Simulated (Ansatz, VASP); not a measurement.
Pd: VASP beside Ansatz

INCAR

```
ALGO = Normal
EDIFF = 1E-7
ENCUT = 520
ISIF = 2
ISMEAR = 1
LASPH = True
LCHARG = False
LREAL = False
LWAVE = False
NBANDS = 11
NELM = 100
PREC = Accurate
SIGMA = 0.2
```

The input KPOINTS:

```
k-points
0
Gamma
  14 14 14
```

File POSCAR:

```
Pd
1.0
    0.0000000000      1.9211411165      1.9211411165
    1.9211411165      0.0000000000      1.9211411165
    1.9211411165      1.9211411165      0.0000000000
Pd
1
Direct
    0.0000000000      0.0000000000      0.0000000000
```

Input for Ansatz:

```yaml
crystal:
  lattice:
    - [0.0, 1.9211411165, 1.9211411165]
    - [1.9211411165, 0.0, 1.9211411165]
    - [1.9211411165, 1.9211411165, 0.0]
  atoms:
    - { symbol: Pd, position: [0.0, 0.0, 0.0] }
hamiltonian:
  xc: lda
  pseudopotentials:
    kind: paw
    azcp:
      Pd: "pseudopotentials/Pd.paw.azcp"
basis:
  ecutwfc: 420
  fft_grid_basis: typed
kpoints:
  mp_grid: { grid: [14, 14, 14], shift: [0, 0, 0] }
magnetization:
  spin_polarized: false
scf:
  occupations: { method: cold, width: 0.2 }
  lower_state_search: "off"
output:
  stress: true
```

Alike in both runs: task single point; functional LDA; k mesh 14 × 14 × 14; no spin polarisation.

|  | VASP | Ansatz |
| --- | --- | --- |
| version | VASP 6.6.1 | Ansatz 0.2.0 |
| potentials or method | VASP PAW LDA potentials, release 64 (Pd) | plane waves (420 eV) with PAW, scalar-relativistic |
| plane-wave cutoff (eV) | 520 | 420 |
| occupations | methfessel-paxton of order 1, width 0.2 eV | cold, width 0.2 eV |
| valence electrons in the cell | 10 | 18 |

|  | VASP | Ansatz | Ansatz less VASP |
| --- | --- | --- | --- |
| pressure (GPa) | -0.1 | -0.4 | -0.29 |

The two sets of potentials don't hold the same shells in valence. Ansatz warned: «pseudo_functional_mismatch».
